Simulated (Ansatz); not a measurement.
## NaI and its competing phases

All numbers below come from Ansatz 0.2.0, DFT PBE, scalar-relativistic, plane waves, PAW. All cells share a 420 eV cutoff and Γ-centred k meshes spaced at most about 0.3 Å⁻¹ (2π included). No spin polarisation.

The zero of energy is the elements' standard structures at the same level; no fitted shifts are applied.

All energies are static (0 K, no zero-point motion). Spin–orbit coupling, which can matter for I, is left out. The reference form of I is held partly by dispersion forces, which this level lacks.

The competitors are the elements and 1 reference phase of this chemical system (from databases or known types: NaI), relaxed at the same level; other known phases may be missing.

The candidate was reached from: close-packed anion layers stacked AB.

```
Na I
1.0
     5.15075    0.00000    0.00000
    -2.57538    4.46068    0.00000
     0.00000    0.00000    7.97323
Na I
2 2
Direct
  0.33333 0.66667 0.38161
  0.66667 0.33333 0.88161
  0.33333 0.66667 0.99153
  0.66667 0.33333 0.49153
```

**Question.** Is it stable, and against what?

**Answer.** Not the lowest form: another structure of the same formula lies lower. Its formation energy is -1.238 eV/atom. The lowest competing phase at this composition is this:

```
phase      space group  source  share of atoms  ΔE_f (eV/atom)
  NaI  Fm-3m (No. 225)     COD          1.0000          -1.280
```

The candidate lies 42 meV/atom above this phase (43 meV/atom from unrounded values). The candidate matches no cell in the subsets of the Crystallography Open Database and the Materials Project at hand. Such a margin is small enough for a metastable phase. Checks: no imaginary mode on a 2×2×1 q mesh. It has the wurtzite type.
